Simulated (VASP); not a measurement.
# ZnF₂: deformation potentials

ZnF₂, P4_2/mnm (no. 136), 6 atoms in the cell. PBE, deformation potentials by finite strains; PAW potentials Zn, F (PBE set).

Variation: hydrostatic, xx, zz deformation; Strain step: 0.01; Strains: hydrostatic, xx, zz.

## Input

INCAR.step1:
```
SYSTEM = ZnF2
ALGO     = Normal         ! electronic algorithm
EDIFF    = 1E-8           ! SCF threshold, eV
EDIFFG   = -0.001         ! ionic threshold
EFERMI   = MIDGAP       
ENCUT    = 520            ! plane-wave cutoff, eV
GGA      = PE             ! functional
IBRION   = 2              ! ionic algorithm
ISIF     = 3              ! what is computed and relaxed
ISMEAR   = 0              ! smearing method
LASPH    = .True.         ! aspherical terms in the spheres
LCHARG   = .False.        ! write CHGCAR
LREAL    = .False.        ! projectors in reciprocal space
LWAVE    = .False.        ! write WAVECAR
NELM     = 100            ! most SCF steps
NSW      = 60             ! ionic steps
PREC     = Accurate       ! precision mode
SIGMA    = 0.01           ! smearing width, eV
```

INCAR.step2, as INCAR.step1 but for:
```
- EDIFFG = -0.001
- IBRION = 2
- ISIF = 3
- NSW = 60
+ ISYM = 0
+ NBANDS = 34
```

INCAR.step3, as INCAR.step2 but for:
```
- ISYM = 0
- NBANDS = 34
+ EDIFFG = -0.001
+ IBRION = 2
+ ISIF = 2
+ NSW = 40
```

INCAR.step4, as INCAR.step3 but for:
```
- EDIFFG = -0.001
- IBRION = 2
- ISIF = 2
- NSW = 40
+ ICORELEVEL = 1
+ NBANDS = 34
```

KPOINTS.step1:
```
k-points
0
Gamma
  7 7 10
```

KPOINTS.step2:
```
k-points
0
Gamma
  6 6 8
```

KPOINTS.step3:
```
k-points
0
Gamma
  5 5 7
```

KPOINTS_OPT:
```
Gamma, valence top, conduction bottom
3
Reciprocal
 0.0000000000  0.0000000000  0.0000000000 1
 0.0000000000  0.0000000000  0.0000000000 1
 0.0000000000  0.0000000000  0.0000000000 1
```

POSCAR.step1:
```
ZnF2
1.0
    4.7048000000      0.0000000000      0.0000000000
    0.0000000000      4.7048000000      0.0000000000
    0.0000000000      0.0000000000      3.1338000000
Zn F
2 4
Direct
    0.5000000000      0.5000000000      0.5000000000
    0.0000000000      0.0000000000      0.0000000000
    0.8024000000      0.1976000000      0.5000000000
    0.6976000000      0.6976000000      0.0000000000
    0.1976000000      0.8024000000      0.5000000000
    0.3024000000      0.3024000000      0.0000000000
```

POSCAR.step2:
```
Zn F
 1.0000000000000000
     4.7970212118781763    0.0000000000000000    0.0000000000000000
     0.0000000000000000    4.7970212118781763    0.0000000000000000
     0.0000000000000000    0.0000000000000000    3.1847339591663193
 Zn  F
   2   4
Direct
  0.5000000000000000  0.5000000000000000  0.5000000000000000
  0.0000000000000000  0.0000000000000000  0.0000000000000000
  0.8041845033419465  0.1958154966580536  0.5000000000000000
  0.6958154966580535  0.6958154966580535  0.0000000000000000
  0.1958154966580536  0.8041845033419465  0.5000000000000000
  0.3041845033419465  0.3041845033419465  0.0000000000000000
```

POSCAR.step3:
```
Zn F
 1.0000000000000000
     4.7810577617031766    0.0000000000000000    0.0000000000000000
     0.0000000000000000    4.7810577617031766    0.0000000000000000
     0.0000000000000000    0.0000000000000000    3.1741358526263910
 Zn  F
   2   4
Direct
  0.5000000000000000  0.5000000000000000  0.4999999999999999
  0.0000000000000000  0.0000000000000000  0.0000000000000000
  0.8041845033419465  0.1958154966580536  0.4999999999999999
  0.6958154966580535  0.6958154966580535  0.0000000000000000
  0.1958154966580536  0.8041845033419465  0.4999999999999999
  0.3041845033419464  0.3041845033419464  0.0000000000000000
```

POSCAR.step4:
```
Zn F
   1.00000000000000
     4.7810577617031766    0.0000000000000000    0.0000000000000000
     0.0000000000000000    4.7810577617031766    0.0000000000000000
     0.0000000000000000    0.0000000000000000    3.1741358526263910
  Zn              F
     2     4
Direct
     0.5000000000000000    0.5000000000000000    0.5000000000000000
     0.0000000000000000    0.0000000000000000    0.0000000000000000
     0.8038168945515711    0.1961831054484289    0.5000000000000000
     0.6961831054484289    0.6961831054484289    0.0000000000000000
     0.1961831054484289    0.8038168945515711    0.5000000000000000
     0.3038168945515711    0.3038168945515711    0.0000000000000000
```

POSCAR.step5:
```
Zn F
 1.0000000000000000
     4.8130379623382149    0.0000000000000000    0.0000000000000000
     0.0000000000000000    4.8130379623382149    0.0000000000000000
     0.0000000000000000    0.0000000000000000    3.1953674516718915
 Zn  F
   2   4
Direct
  0.5000000000000000  0.5000000000000000  0.5000000000000000
  0.0000000000000000  0.0000000000000000  0.0000000000000000
  0.8041845033419465  0.1958154966580536  0.5000000000000000
  0.6958154966580535  0.6958154966580535  0.0000000000000000
  0.1958154966580536  0.8041845033419465  0.5000000000000000
  0.3041845033419465  0.3041845033419465  0.0000000000000000
```

POSCAR.step6:
```
Zn F
   1.00000000000000
     4.8130379623382149    0.0000000000000000    0.0000000000000000
     0.0000000000000000    4.8130379623382149    0.0000000000000000
     0.0000000000000000    0.0000000000000000    3.1953674516718915
  Zn              F
     2     4
Direct
     0.5000000000000000    0.5000000000000000    0.5000000000000000
     1.0000000000000000    1.0000000000000000    1.0000000000000000
     0.8045412325952185    0.1954587674047815    0.5000000000000000
     0.6954587674047815    0.6954587674047815    0.0000000000000000
     0.1954587674047815    0.8045412325952185    0.5000000000000000
     0.3045412325952184    0.3045412325952184    1.0000000000000000
```

POSCAR.step7:
```
Zn F
 1.0000000000000000
     4.7490509997593948    0.0000000000000000    0.0000000000000000
     0.0000000000000000    4.7970212118781763    0.0000000000000000
     0.0000000000000000    0.0000000000000000    3.1847339591663193
 Zn  F
   2   4
Direct
  0.5000000000000000  0.5000000000000000  0.5000000000000000
  0.0000000000000000  0.0000000000000000  0.0000000000000000
  0.8041845033419465  0.1958154966580536  0.5000000000000000
  0.6958154966580536  0.6958154966580535  0.0000000000000000
  0.1958154966580536  0.8041845033419465  0.5000000000000000
  0.3041845033419465  0.3041845033419465  0.0000000000000000
```

POSCAR.step8:
```
Zn F
   1.00000000000000
     4.7490509997593948    0.0000000000000000    0.0000000000000000
     0.0000000000000000    4.7970212118781763    0.0000000000000000
     0.0000000000000000    0.0000000000000000    3.1847339591663193
  Zn              F
     2     4
Direct
     0.5000000000000000    0.5000000000000000    0.5000000000000000
     0.0000000000000000    0.0000000000000000    0.0000000000000000
     0.8022286114485057    0.1945090148086358    0.5000000000000000
     0.6977713885514943    0.6945090148086359    1.0000000000000000
     0.1977713885514943    0.8054909851913641    0.5000000000000000
     0.3022286114485057    0.3054909851913642    0.0000000000000000
```

POSCAR.step9:
```
Zn F
 1.0000000000000000
     4.8449914239969578    0.0000000000000000    0.0000000000000000
     0.0000000000000000    4.7970212118781763    0.0000000000000000
     0.0000000000000000    0.0000000000000000    3.1847339591663193
 Zn  F
   2   4
Direct
  0.5000000000000000  0.5000000000000000  0.5000000000000000
  0.0000000000000000  0.0000000000000000  0.0000000000000000
  0.8041845033419465  0.1958154966580536  0.5000000000000000
  0.6958154966580535  0.6958154966580535  0.0000000000000000
  0.1958154966580536  0.8041845033419465  0.5000000000000000
  0.3041845033419464  0.3041845033419465  0.0000000000000000
```

POSCAR.step10:
```
Zn F
   1.00000000000000
     4.8449914239969578    0.0000000000000000    0.0000000000000000
     0.0000000000000000    4.7970212118781763    0.0000000000000000
     0.0000000000000000    0.0000000000000000    3.1847339591663193
  Zn              F
     2     4
Direct
     0.5000000000000000    0.5000000000000000    0.5000000000000000
     0.0000000000000000    0.0000000000000000    0.0000000000000000
     0.8061346642635516    0.1970929683203389    0.5000000000000000
     0.6938653357364484    0.6970929683203388    1.0000000000000000
     0.1938653357364483    0.8029070316796612    0.5000000000000000
     0.3061346642635516    0.3029070316796612    0.0000000000000000
```

POSCAR.step11:
```
Zn F
 1.0000000000000000
     4.7970212118781763    0.0000000000000000    0.0000000000000000
     0.0000000000000000    4.7970212118781763    0.0000000000000000
     0.0000000000000000    0.0000000000000000    3.1528866195746561
 Zn  F
   2   4
Direct
  0.5000000000000000  0.5000000000000000  0.5000000000000000
  0.0000000000000000  0.0000000000000000  0.0000000000000000
  0.8041845033419465  0.1958154966580536  0.5000000000000000
  0.6958154966580535  0.6958154966580535  0.0000000000000000
  0.1958154966580536  0.8041845033419465  0.5000000000000000
  0.3041845033419465  0.3041845033419465  0.0000000000000000
```

POSCAR.step12:
```
Zn F
   1.00000000000000
     4.7970212118781763    0.0000000000000000    0.0000000000000000
     0.0000000000000000    4.7970212118781763    0.0000000000000000
     0.0000000000000000    0.0000000000000000    3.1528866195746561
  Zn              F
     2     4
Direct
     0.5000000000000000    0.5000000000000000    0.5000000000000000
     0.0000000000000000    0.0000000000000000    0.0000000000000000
     0.8036865509192740    0.1963134490807261    0.5000000000000000
     0.6963134490807260    0.6963134490807260    0.0000000000000000
     0.1963134490807261    0.8036865509192740    0.5000000000000000
     0.3036865509192739    0.3036865509192739    0.0000000000000000
```

POSCAR.step13:
```
Zn F
 1.0000000000000000
     4.7970212118781763    0.0000000000000000    0.0000000000000000
     0.0000000000000000    4.7970212118781763    0.0000000000000000
     0.0000000000000000    0.0000000000000000    3.2165812987579825
 Zn  F
   2   4
Direct
  0.5000000000000000  0.5000000000000000  0.5000000000000000
  0.0000000000000000  0.0000000000000000  0.0000000000000000
  0.8041845033419465  0.1958154966580536  0.5000000000000000
  0.6958154966580535  0.6958154966580535  0.0000000000000000
  0.1958154966580536  0.8041845033419465  0.5000000000000000
  0.3041845033419465  0.3041845033419465  0.0000000000000000
```

POSCAR.step14:
```
Zn F
   1.00000000000000
     4.7970212118781763    0.0000000000000000    0.0000000000000000
     0.0000000000000000    4.7970212118781763    0.0000000000000000
     0.0000000000000000    0.0000000000000000    3.2165812987579825
  Zn              F
     2     4
Direct
     0.5000000000000000    0.5000000000000000    0.5000000000000000
     0.0000000000000000    1.0000000000000000    0.0000000000000000
     0.8045459561303359    0.1954540438696642    0.5000000000000000
     0.6954540438696641    0.6954540438696641    1.0000000000000000
     0.1954540438696642    0.8045459561303359    0.5000000000000000
     0.3045459561303358    0.3045459561303358    0.0000000000000000
```

Commands (each step's output is kept before the next begins):
```
cat potpaw_PBE.64/Zn/POTCAR potpaw_PBE.64/F/POTCAR > POTCAR
cp INCAR.step1 INCAR
cp KPOINTS.step1 KPOINTS
cp POSCAR.step1 POSCAR
mpirun -np 2 vasp_std > vasp.out
cp CONTCAR POSCAR
cp INCAR.step2 INCAR
cp KPOINTS.step2 KPOINTS
cp POSCAR.step2 POSCAR
mpirun -np 2 vasp_std > vasp.out
cp INCAR.step3 INCAR
cp KPOINTS.step3 KPOINTS
cp POSCAR.step3 POSCAR
mpirun -np 2 vasp_std > vasp.out
cp INCAR.step4 INCAR
cp POSCAR.step4 POSCAR
mpirun -np 2 vasp_std > vasp.out
cp INCAR.step3 INCAR
cp POSCAR.step5 POSCAR
mpirun -np 2 vasp_std > vasp.out
cp INCAR.step4 INCAR
cp POSCAR.step6 POSCAR
mpirun -np 2 vasp_std > vasp.out
cp INCAR.step3 INCAR
cp POSCAR.step7 POSCAR
mpirun -np 2 vasp_std > vasp.out
cp INCAR.step4 INCAR
cp POSCAR.step8 POSCAR
mpirun -np 2 vasp_std > vasp.out
cp INCAR.step3 INCAR
cp POSCAR.step9 POSCAR
mpirun -np 2 vasp_std > vasp.out
cp INCAR.step4 INCAR
cp POSCAR.step10 POSCAR
mpirun -np 2 vasp_std > vasp.out
cp INCAR.step3 INCAR
cp POSCAR.step11 POSCAR
mpirun -np 2 vasp_std > vasp.out
cp INCAR.step4 INCAR
cp POSCAR.step12 POSCAR
mpirun -np 2 vasp_std > vasp.out
cp INCAR.step3 INCAR
cp POSCAR.step13 POSCAR
mpirun -np 2 vasp_std > vasp.out
cp INCAR.step4 INCAR
cp POSCAR.step14 POSCAR
mpirun -np 2 vasp_std > vasp.out
```

## Result

- Gap deformation potential per relative change of volume (eV): -0.67
- The same for the direct gap at Gamma per relative change of volume (eV): -0.67
- Gap deformation potential per strain xx, mean over the equivalent edge points (eV): 0.35
- The same for the direct gap at Gamma per strain xx, mean over the equivalent edge points (eV): 0.35
- Gap deformation potential per strain zz, mean over the equivalent edge points (eV): -2.69
- The same for the direct gap at Gamma per strain zz, mean over the equivalent edge points (eV): -2.69

Shift of the valence top per strain, against the deepest core levels (eV):

| k point | hydrostatic | xx | zz |
|---|---|---|---|
| 0.000 0.000 0.000 | -3.66 | -4.14 | -2.71 |

Shift of the conduction bottom per strain, against the deepest core levels (eV):

| k point | hydrostatic | xx | zz |
|---|---|---|---|
| 0.000 0.000 0.000 | -4.32 | -3.78 | -5.39 |

Limits: Shifts of single edges take the deepest core levels as the reference, which a strain moves a little too.

VASP 6.6.1 took 1256 s on 2 cores (Intel Xeon Platinum 8259CL @ 2.50GHz (Skylake/Cascade Lake)), a shared host.
